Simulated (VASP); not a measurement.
# MgO: convergence, equation of state

MgO, Fm-3m (no. 225), 2 atoms in the cell. R2SCAN; PAW potentials Mg, O (PBE set). VASP 6.6.1.

Wanted: equilibrium volume within 0.2 %; bulk modulus within 1 %.

What the run is for: equation of state; Accuracy asked: standard.

The series start from Plane-wave cutoff (eV): 520; k-point mesh: 9 × 9 × 9; Volumes: 5 from 0.92 to 1.08; Precision mode (PREC): Accurate; Electronic threshold (eV): 1e-6; Aspherical gradient terms in the spheres (LASPH): yes; Start of each volume: each volume from scratch. Each series keeps the choices made before it, and each single choice may use up half of a tolerance. Times cover all steps of a run.

## Plane-wave cutoff (eV)

| Plane-wave cutoff (eV) | Equilibrium volume (Å³/atom) | Bulk modulus (GPa) | Time (s) |
|---|---|---|---|
| 320 | 9.241 | 173.7 | 165 |
| 400 | 9.216 | 170.9 | 181 |
| 460 | 9.237 | 170.4 | 212 |
| 520 | 9.24 | 170.4 | 222 |
| 600 | 9.237 | 170.7 | 171 |
| 700 | 9.233 | 170.9 | 303 |
| 840 (reference) | 9.234 | 170.3 | 290 |

Chosen: 460, the loosest value from which every tighter one stays within half of the tolerance.

## k-point mesh

| k-point mesh | Equilibrium volume (Å³/atom) | Bulk modulus (GPa) | Time (s) |
|---|---|---|---|
| 3 × 3 × 3 | 9.257 | 170.8 | 82 |
| 4 × 4 × 4 | 9.233 | 170.5 | 94 |
| 5 × 5 × 5 | 9.238 | 171.1 | 109 |
| 6 × 6 × 6 | 9.236 | 170.9 | 124 |
| 7 × 7 × 7 | 9.236 | 169.5 | 127 |
| 9 × 9 × 9 | 9.237 | 170.4 | 212 |
| 11 × 11 × 11 | 9.237 | 170 | 228 |
| 14 × 14 × 14 (reference) | 9.236 | 170.3 | 336 |

Chosen: 4 × 4 × 4.

## Volumes

| Volumes | Equilibrium volume (Å³/atom) | Bulk modulus (GPa) | Time (s) |
|---|---|---|---|
| 5 from 0.88 to 1.12 | 9.237 | 170.2 | 86 |
| 5 from 0.92 to 1.08 | 9.233 | 170.5 | 94 |
| 7 from 0.91 to 1.09 (reference) | 9.238 | 171.1 | 123 |

Chosen: 5 from 0.92 to 1.08.

## Precision mode (PREC)

| Precision mode (PREC) | Equilibrium volume (Å³/atom) | Bulk modulus (GPa) | Time (s) |
|---|---|---|---|
| SingleN | 9.249 | 166.8 | 53 |
| Normal | 9.236 | 170.2 | 62 |
| Accurate (reference) | 9.233 | 170.5 | 94 |

Chosen: Normal.

## Electronic threshold (eV)

| Electronic threshold (eV) | Equilibrium volume (Å³/atom) | Bulk modulus (GPa) | Time (s) |
|---|---|---|---|
| 0.001 | 9.235 | 170.4 | 34 |
| 0.0001 | 9.236 | 170.2 | 43 |
| 1e-5 | 9.236 | 170.2 | 54 |
| 1e-6 | 9.236 | 170.2 | 62 |
| 1e-7 (reference) | 9.236 | 170.2 | 86 |

Chosen: 0.001.

## Aspherical gradient terms in the spheres (LASPH)

| Aspherical gradient terms in the spheres (LASPH) | Equilibrium volume (Å³/atom) | Bulk modulus (GPa) | Time (s) |
|---|---|---|---|
| no | 9.235 | 170.5 | 12 |
| yes (reference) | 9.235 | 170.4 | 34 |

Chosen: no.

## Start of each volume

| Start of each volume | Equilibrium volume (Å³/atom) | Bulk modulus (GPa) | Time (s) |
|---|---|---|---|
| each volume from scratch | 9.235 | 170.5 | 12 |
| orbitals of the volume before (WAVECAR) | 9.236 | 170.6 | 10 |

Chosen: orbitals of the volume before (WAVECAR); it saves 1.3 s of 12, so each volume from scratch would do nearly as well.

## All choices together

| Input | Equilibrium volume (Å³/atom) | Bulk modulus (GPa) | Time (s) |
|---|---|---|---|
| the program's defaults (naive) | 9.202 | 167.1 | 17 |
| chosen settings | 9.236 | 170.6 | 10 |
| reference settings throughout | 9.234 | 170.4 | 1123 |

The tolerance is met.

## The input

INCAR:
```
SYSTEM = MgO
METAGGA = R2SCAN
ISMEAR = 0
SIGMA = 0.03
LWAVE = .True.
LCHARG = .False.
ISIF = 2
NSW = 0
PREC = Normal
LASPH = .False.
LREAL = .False.
ALGO = Normal
EDIFF = 0.001
NELM = 120
GGA_COMPAT = .False.
ENCUT = 460
EFERMI = MIDGAP
LMIXTAU = .True.
```

KPOINTS:
```
Automatic mesh
0
Gamma
  4 4 4
  0 0 0
```

POSCAR.step1:
```
MgO
1.0
    0.0000000000      2.0395201231      2.0395201231
    2.0395201231      0.0000000000      2.0395201231
    2.0395201231      2.0395201231      0.0000000000
Mg O
1 1
Direct
    0.0000000000      0.0000000000      0.0000000000
    0.5000000000      0.5000000000      0.5000000000
```

POSCAR.step2:
```
MgO
1.0
    0.0000000000      2.0686600618      2.0686600618
    2.0686600618      0.0000000000      2.0686600618
    2.0686600618      2.0686600618      0.0000000000
Mg O
1 1
Direct
    0.0000000000      0.0000000000      0.0000000000
    0.5000000000      0.5000000000      0.5000000000
```

POSCAR.step3:
```
MgO
1.0
    0.0000000000      2.0970013927      2.0970013927
    2.0970013927      0.0000000000      2.0970013927
    2.0970013927      2.0970013927      0.0000000000
Mg O
1 1
Direct
    0.0000000000      0.0000000000      0.0000000000
    0.5000000000      0.5000000000      0.5000000000
```

POSCAR.step4:
```
MgO
1.0
    0.0000000000      2.1245966808      2.1245966808
    2.1245966808      0.0000000000      2.1245966808
    2.1245966808      2.1245966808      0.0000000000
Mg O
1 1
Direct
    0.0000000000      0.0000000000      0.0000000000
    0.5000000000      0.5000000000      0.5000000000
```

POSCAR.step5:
```
MgO
1.0
    0.0000000000      2.1514931650      2.1514931650
    2.1514931650      0.0000000000      2.1514931650
    2.1514931650      2.1514931650      0.0000000000
Mg O
1 1
Direct
    0.0000000000      0.0000000000      0.0000000000
    0.5000000000      0.5000000000      0.5000000000
```

Commands (each step's output is kept before the next begins):
```
cat potpaw_PBE.64/Mg/POTCAR potpaw_PBE.64/O/POTCAR > POTCAR
cp POSCAR.step1 POSCAR
mpirun -np 1 vasp_std > vasp.out
cp POSCAR.step2 POSCAR
mpirun -np 1 vasp_std > vasp.out
cp POSCAR.step3 POSCAR
mpirun -np 1 vasp_std > vasp.out
cp POSCAR.step4 POSCAR
mpirun -np 1 vasp_std > vasp.out
cp POSCAR.step5 POSCAR
mpirun -np 1 vasp_std > vasp.out
```

The chosen input took VASP 6.6.1 10 s on 1 core (Intel Xeon Platinum 8259CL @ 2.50GHz (Skylake/Cascade Lake)), a shared host.

## An input that fails: cutoff far too low

It runs to its end, but against the unchanged starting input it is off by 3.6 % in the equilibrium volume, 28 % in the bulk modulus.

Changes against the starting input:
```
(all steps)
- PREC = Accurate
- NELM = 120
- ENCUT = 520
+ PREC = Low
+ NELM = 89
+ ENCUT = 240
```
